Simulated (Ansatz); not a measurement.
# BP: the cost of one run

Method: DFT PBE, scalar-relativistic, in Ansatz 0.2.0.

## 1. The structure to begin with

The structure is cubic, space group F-43m (No. 216). The conventional cell has a = 4.538 Å, b = 4.538 Å, c = 4.538 Å, α = 90.00°, β = 90.00°, γ = 90.00°. B (site symmetry -43m) is surrounded by 4 P at 1.97 Å. P (site symmetry -43m) has 4 B at 1.97 Å as nearest neighbours.

Structure file:

```xyz
2
Lattice="0.0000 2.2690 2.2690 2.2690 0.0000 2.2690 2.2690 2.2690 0.0000" Properties=species:S:1:pos:R:3 pbc="T T T"
B     0.0000    0.0000    0.0000
P     3.4035    3.4035    3.4035
```

Atoms are numbered in the order of the input: B1, P2.

## 2. After the deformation

Space group F-43m before, I-4m2 after.

## 3. All-electron LAPW

Input file input.yaml:

```yaml
crystal:
  lattice:
    - [0.0, 2.269, 2.31438]
    - [2.269, 0.0, 2.31438]
    - [2.269, 2.269, 0.0]
  atoms:
    - { symbol: B, position: [0.0, 0.0, 0.0] }
    - { symbol: P, position: [0.75, 0.75, 0.75] }
kpoints:
  mp_grid: { grid: [15, 15, 15] }
  band_path:
    path:
      - [0.0, 0.0, 0.0]
      - [0.5, 0.0, 0.5]
      - [0.75, 0.25, 0.5]
      - [0.5, 0.5, 0.5]
      - [0.0, 0.0, 0.0]
      - [0.5, 0.5, 0.0]
      - [0.6298539023, 0.6298539023, 0.2597078047]
      - [0.3701460977, 0.3701460977, 0.7402921953]
      - [0.0, 0.0, 0.0]
    npoints: 5
scf:
  occupations: { method: fermi_dirac, width: 0.05 }
hamiltonian:
  xc: pbe
  pseudopotentials: { kind: all_electron, lapw: { basis_error: 0.001 } }
output:
  forces: true
  stress: true
  eigenvalues: true
```

Launch:

```sh
> ansatz run input.yaml --threads 1 --pin off --max-ram 3072MiB --backend cpu --events-out ev --progress --plain --runs-dir out
```

What time and memory should one allow on 1 thread of Intel Xeon Platinum 8488C (Sapphire Rapids), shared host?

About 23 s, with a peak of 0.45 GiB.
